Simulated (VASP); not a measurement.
# KI (Fm-3m) in VASP: notebook, part 2 of 2

VASP 6.6.1.

### 3 Single point, r2SCAN

This run uses another cell than the first one, of 43.21 Å³/atom, 1.021 times its volume.

Contents of POSCAR:

```
KI
1.0
    0.0000000000      3.5090643863      3.5090643863
    3.5090643863      0.0000000000      3.5090643863
    3.5090643863      3.5090643863      0.0000000000
I K
1 1
Direct
    0.5000000000      0.5000000000      0.5000000000
    0.0000000000      0.0000000000      0.0000000000
```

Contents of INCAR.step1:

```
SYSTEM = KI
PREC = Accurate ; ENCUT = 520
ISMEAR = -1 ; SIGMA = 0.05
LREAL = .False. ; LASPH = .True.
NELM = 60 ; NBANDS = 15
GGA = PE ; ALGO = Normal
EDIFF = 1E-4 ; LWAVE = .True.
LCHARG = .False.
```

Contents of INCAR.step2:

```
SYSTEM = KI
PREC = Accurate ; ENCUT = 520
EDIFF = 1E-6 ; ISMEAR = -1
SIGMA = 0.05 ; LREAL = .False.
LASPH = .True. ; NELM = 60
ALGO = Normal ; ISIF = 2
LWAVE = .False. ; LCHARG = .True.
METAGGA = R2SCAN ; LMIXTAU = .True.
LELF = .True. ; LVHAR = .True.
NBANDS = 15 ; ISTART = 1
```

Contents of KPOINTS:

```
regular mesh
0
Gamma
  7 7 7
  0 0 0
```

Potentials or basis: VASP PAW PBE potentials, release 64 (I, K_sv).

Launch:

```
> cat potpaw_PBE.64/I/POTCAR potpaw_PBE.64/K_sv/POTCAR > POTCAR
> cp INCAR.step1 INCAR
> mpirun -np 1 vasp_std > vasp.out
> cp INCAR.step2 INCAR
> mpirun -np 1 vasp_std > vasp.out
```

OUTCAR:

```text
SYSTEM = KI
   PREC = Accurate
   ENCUT = 520
   EDIFF = 1E-6
   ISMEAR = -1
   LREAL = .False.
   LASPH = .True.
   NELM = 60
   ISIF = 2
   METAGGA = R2SCAN
   ISTART = 1

 ion  position               nearest neighbor table
   1  0.500  0.500  0.500-   2 3.51   2 3.51   2 3.51   2 3.51   2 3.51   2 3.51
   2  0.000  0.000  0.000-   1 3.51   1 3.51   1 3.51   1 3.51   1 3.51   1 3.51

  LATTYP: Found a face centered cubic cell.
 ALAT       =     7.0181287726

  Lattice vectors:

 A1 = (   0.0000000000,   3.5090643863,   3.5090643863)
 A2 = (   3.5090643863,   0.0000000000,   3.5090643863)
 A3 = (   3.5090643863,   3.5090643863,   0.0000000000)

Analysis of symmetry for initial positions (statically):
=====================================================================
 Subroutine PRICEL returns:
 Original cell was already a primitive cell.

 Routine SETGRP: Setting up the symmetry group for a
 face centered cubic supercell.

 Subroutine GETGRP returns: Found 48 space group operations
 (whereof 48 operations were pure point group operations)
 out of a pool of 48 trial point group operations.

[... 169 lines left out ...]
      4     -12.9909      2.00000
      5     -11.4932      2.00000
      6      -0.6486      2.00000
      7      -0.6486      2.00000
      8      -0.6486      2.00000
      9       4.0124      0.00000
     10       6.3891      0.00000
     11       6.3891      0.00000
     12       6.3891      0.00000
     13       7.2537      0.00000
     14       7.2537      0.00000
[... 329 lines left out ...]
      2     -13.0633      2.00000
      3     -13.0268      2.00000
      4     -13.0113      2.00000
      5     -11.2551      2.00000
      6      -1.4747      2.00000
      7      -1.4620      2.00000
      8      -1.1511      2.00000
      9       5.9467      0.00000
     10       6.7710      0.00000
     11       6.8963      0.00000
     12       8.4235      0.00000
     13       8.9095      0.00000
     14       9.4268      0.00000
     15      10.4151      0.00000

------------------------ aborting loop because EDIFF is reached ----------------------------------------

  FORCE on cell =-STRESS in cart. coord.  units (eV):
  Direction    XX          YY          ZZ          XY          YZ          ZX
  --------------------------------------------------------------------------------------
  -------------------------------------------------------------------------------------
  Total        0.2292106      0.2292106      0.2292106      0.0000000     -0.0000000      0.0000000
  in kB        4.2495333      4.2495333      4.2495333      0.0000000     -0.0000000      0.0000000
  external PRESSURE =       4.2495333 kB  Pullay stress =       0.0000000 kB

 VOLUME and BASIS-vectors are now :
 -----------------------------------------------------------------------------
  energy-cutoff  :      520.00
  volume of cell :       86.42
      direct lattice vectors                 reciprocal lattice vectors
     0.000000000  3.509064386  3.509064386    -0.142488124  0.142488124  0.142488124
     3.509064386  0.000000000  3.509064386     0.142488124 -0.142488124  0.142488124
     3.509064386  3.509064386  0.000000000     0.142488124  0.142488124 -0.142488124

 POSITION                                       TOTAL-FORCE (eV/Angst)
 -----------------------------------------------------------------------------------
      3.50906      3.50906      3.50906         0.000000      0.000000      0.000000
      0.00000      0.00000      0.00000         0.000000      0.000000     -0.000000
 -----------------------------------------------------------------------------------
    total drift:                                0.000000     -0.000000     -0.000000

  FREE ENERGIE OF THE ION-ELECTRON SYSTEM (eV)
  ---------------------------------------------------
  free  energy   TOTEN  =       -33.9803729277 eV

  energy  without entropy=      -33.9803729277  energy(sigma->0) =      -33.98037293
```

OUTCAR.step1:

```text
SYSTEM = KI
   PREC = Accurate
   ENCUT = 520
   ISMEAR = -1
   LREAL = .False.
   LASPH = .True.
[... 574 lines left out ...]
      3.50906      3.50906      3.50906         0.000000      0.000000      0.000000
      0.00000      0.00000      0.00000         0.000000      0.000000      0.000000
 -----------------------------------------------------------------------------------
    total drift:                                0.000000     -0.000000     -0.000000

  FREE ENERGIE OF THE ION-ELECTRON SYSTEM (eV)
  ---------------------------------------------------
  free  energy   TOTEN  =        -5.5479774445 eV

  energy  without entropy=       -5.5479774445  energy(sigma->0) =       -5.54797744
```

Wall time 77 s (1 thread of Intel Xeon Platinum 8559C (Emerald Rapids), shared host); peak memory 0.26 GiB.

What came out:

| Quantity | Value |
| --- | --- |
| Free energy | -33.9804 eV |
| Pressure | 0.4 GPa |
| Band gap on the k mesh | 4.66 eV, direct |

Caveat: the PAW data sets were made with another functional, which shifts forces and pressure a little; spin-orbit coupling is left out, which moves the levels of the heavy elements.

### 4 Single point, r2SCAN

This run uses another cell than the first one, of 44.09 Å³/atom, 1.042 times its volume.

Contents of POSCAR:

```
KI
1.0
    0.0000000000      3.5327750000      3.5327750000
    3.5327750000      0.0000000000      3.5327750000
    3.5327750000      3.5327750000      0.0000000000
I K
1 1
Direct
    0.5000000000      0.5000000000      0.5000000000
    0.0000000000      0.0000000000      0.0000000000
```

Contents of INCAR.step1:

```
SYSTEM = KI
  PREC = Accurate
  ENCUT = 520
  ISMEAR = -1
  SIGMA = 0.05
  LREAL = .False.
  LASPH = .True.
  NELM = 100
  NBANDS = 15
  GGA = PE
  ALGO = Normal
  EDIFF = 1E-4
  LWAVE = .True.
  LCHARG = .False.
```

Contents of INCAR.step2:

```
SYSTEM = KI
  PREC = Accurate
  ENCUT = 520
  EDIFF = 1E-7
  ISMEAR = -1
  SIGMA = 0.05
  LREAL = .False.
  LASPH = .True.
  NELM = 100
  ALGO = Normal
  ISIF = 2
  LWAVE = .False.
  LCHARG = .True.
  METAGGA = R2SCAN
  LMIXTAU = .True.
  LELF = .True.
  LVHAR = .True.
  NBANDS = 15
  ISTART = 1
```

KPOINTS is that of step 3.

Potentials or basis: VASP PAW PBE potentials, release 64 (I, K_sv).

Launch:

```
> cat potpaw_PBE.64/I/POTCAR potpaw_PBE.64/K_sv/POTCAR > POTCAR
> cp INCAR.step1 INCAR
> mpirun -np 1 vasp_std > vasp.out
> cp INCAR.step2 INCAR
> mpirun -np 1 vasp_std > vasp.out
```

OUTCAR:

```text
SYSTEM = KI
   PREC = Accurate
   ENCUT = 520
   EDIFF = 1E-7
   ISMEAR = -1
   LREAL = .False.
   LASPH = .True.
   NELM = 100
   ISIF = 2
   METAGGA = R2SCAN
   ISTART = 1

 ion  position               nearest neighbor table
   1  0.500  0.500  0.500-   2 3.53   2 3.53   2 3.53   2 3.53   2 3.53   2 3.53
   2  0.000  0.000  0.000-   1 3.53   1 3.53   1 3.53   1 3.53   1 3.53   1 3.53

  LATTYP: Found a face centered cubic cell.
 ALAT       =     7.0655500000

  Lattice vectors:

 A1 = (   0.0000000000,   3.5327750000,   3.5327750000)
 A2 = (   3.5327750000,   0.0000000000,   3.5327750000)
 A3 = (   3.5327750000,   3.5327750000,   0.0000000000)

Analysis of symmetry for initial positions (statically):
=====================================================================
 Subroutine PRICEL returns:
 Original cell was already a primitive cell.

 Routine SETGRP: Setting up the symmetry group for a
 face centered cubic supercell.

 Subroutine GETGRP returns: Found 48 space group operations
 (whereof 48 operations were pure point group operations)
 out of a pool of 48 trial point group operations.

The static configuration has the point symmetry O_h .

Analysis of symmetry for dynamics (positions and initial velocities):
=====================================================================
 Subroutine PRICEL returns:
 Original cell was already a primitive cell.

 Routine SETGRP: Setting up the symmetry group for a
 face centered cubic supercell.

 Subroutine GETGRP returns: Found 48 space group operations
 (whereof 48 operations were pure point group operations)
 out of a pool of 48 trial point group operations.

The dynamic configuration has the point symmetry O_h .

 Subroutine INISYM returns: Found 48 space group operations
 (whereof 48 operations are pure point group operations),
 and found     1 'primitive' translations

----------------------------------------------------------------------------------------
[... 116 lines left out ...]
   IVDW    =     0    specifies the selected vdW correction
   LEPSILON=     F    determine dielectric tensor
   LRPA    =     F    only Hartree local field effects (RPA)
 non-spin polarized calculation
  energy-cutoff  :      520.00
  volume of cell :       88.18
 maximum number of plane-waves:      2421
 NGX is ok and might be reduce to    40
   NGX = 19   NGY = 19   NGZ = 19

 number of electron      15.9999999 magnetization

 Free energy of the ion-electron system (eV)
  ---------------------------------------------------
  ext. energy  EPLUGINS =         0.00000000
  ---------------------------------------------------
  free energy    TOTEN  =       -33.98375669 eV

  energy without entropy =      -33.98375669  energy(sigma->0) =      -33.98375669

 E-fermi :   0.3340     XC(G=0):  -7.5177

 val. band max:       -0.7552048223   @ k =   0.0000   0.0000   0.0000
 cond. band min:       3.8528203245   @ k =   0.0000   0.0000   0.0000
 fundamental gap:      4.6080251469
 Fermi energy:         0.3340318142

 k-point     1 :       0.0000    0.0000    0.0000
  band No.  band energies     occupation
      1     -30.4138      2.00000
      2     -13.1290      2.00000
      3     -13.1290      2.00000
      4     -13.1290      2.00000
      5     -11.5680      2.00000
      6      -0.7552      2.00000
      7      -0.7552      2.00000
      8      -0.7552      2.00000
      9       3.8528      0.00000
     10       6.2934      0.00000
     11       6.2934      0.00000
     12       6.2934      0.00000
     13       7.1445      0.00000
     14       7.1445      0.00000
[... 329 lines left out ...]
      2     -13.1932      2.00000
      3     -13.1617      2.00000
      4     -13.1475      2.00000
      5     -11.3476      2.00000
      6      -1.5524      2.00000
      7      -1.5424      2.00000
      8      -1.2384      2.00000
      9       5.8378      0.00000
     10       6.6429      0.00000
     11       6.7332      0.00000
     12       8.2395      0.00000
     13       8.7549      0.00000
     14       9.2750      0.00000
     15      10.2167      0.00000

------------------------ aborting loop because EDIFF is reached ----------------------------------------

  FORCE on cell =-STRESS in cart. coord.  units (eV):
  Direction    XX          YY          ZZ          XY          YZ          ZX
  --------------------------------------------------------------------------------------
  -------------------------------------------------------------------------------------
  Total        0.0802297      0.0802297      0.0802297      0.0000000      0.0000000     -0.0000000
  in kB        1.4576983      1.4576983      1.4576983      0.0000000      0.0000000     -0.0000000
  external PRESSURE =       1.4576983 kB  Pullay stress =       0.0000000 kB

 VOLUME and BASIS-vectors are now :
 -----------------------------------------------------------------------------
  energy-cutoff  :      520.00
  volume of cell :       88.18
      direct lattice vectors                 reciprocal lattice vectors
     0.000000000  3.532775000  3.532775000    -0.141531799  0.141531799  0.141531799
     3.532775000  0.000000000  3.532775000     0.141531799 -0.141531799  0.141531799
     3.532775000  3.532775000  0.000000000     0.141531799  0.141531799 -0.141531799

 POSITION                                       TOTAL-FORCE (eV/Angst)
 -----------------------------------------------------------------------------------
      3.53277      3.53277      3.53277        -0.000000      0.000000      0.000000
      0.00000      0.00000      0.00000         0.000000      0.000000      0.000000
 -----------------------------------------------------------------------------------
    total drift:                                0.000000     -0.000000     -0.000000

  FREE ENERGIE OF THE ION-ELECTRON SYSTEM (eV)
  ---------------------------------------------------
  free  energy   TOTEN  =       -33.9837566854 eV

  energy  without entropy=      -33.9837566854  energy(sigma->0) =      -33.98375669
```

Wall time 91 s (1 thread of Intel Xeon Platinum 8559C (Emerald Rapids), shared host); peak memory 0.26 GiB.

Results:

* Free energy: -33.9838 eV
* Pressure: 0.1 GPa
* Band gap on the k mesh: 4.61 eV, direct

Caveat: the PAW data sets were made with another functional, which shifts forces and pressure a little; spin-orbit coupling is left out, which moves the levels of the heavy elements.

### 5 The runs side by side

```csv
cell,gap on the mesh (eV),pressure (GPa)
"a = 4.929 Å, angles 60.0°, 2 atoms",4.72,0.7
"a = 4.963 Å, angles 60.0°, 2 atoms",4.66,0.4
"a = 4.996 Å, angles 60.0°, 2 atoms",4.61,0.1
```

Alike in all rows: task single point; level r2SCAN; potentials or basis VASP PAW PBE potentials, release 64 (I, K_sv); no spin polarisation; k mesh 7 × 7 × 7; cutoff (eV) 520; smearing fermi-dirac 0.05 eV.

Caveats: the PAW data sets were made with another functional, which shifts forces and pressure a little; spin-orbit coupling is left out, which moves the levels of the heavy elements.

Total energies depend on the potentials used, so only differences within one code and one set of settings carry meaning.

### 6 Against experiment

Step 2. Measured gap of KI: 6.32 eV (a printed reference work, monograph). This calculation gives 4.72 eV (-1.60 eV). Spin-orbit coupling on I is left out. The value is that of r2SCAN on a finite k mesh, which can miss the band edges, without temperature or zero-point motion.

Step 3. Against the measured gap of KI, 6.32 eV (a printed reference work, monograph), the calculated 4.66 eV is off by -1.66 eV. Spin-orbit coupling on I is left out. The value is that of r2SCAN on a finite k mesh, which can miss the band edges, without temperature or zero-point motion.

Step 4. A measured gap of KI is 6.32 eV (a printed reference work, monograph); the calculated 4.61 eV misses it by -1.71 eV. Spin-orbit coupling on I is left out. The value is that of r2SCAN on a finite k mesh, which can miss the band edges, without temperature or zero-point motion.
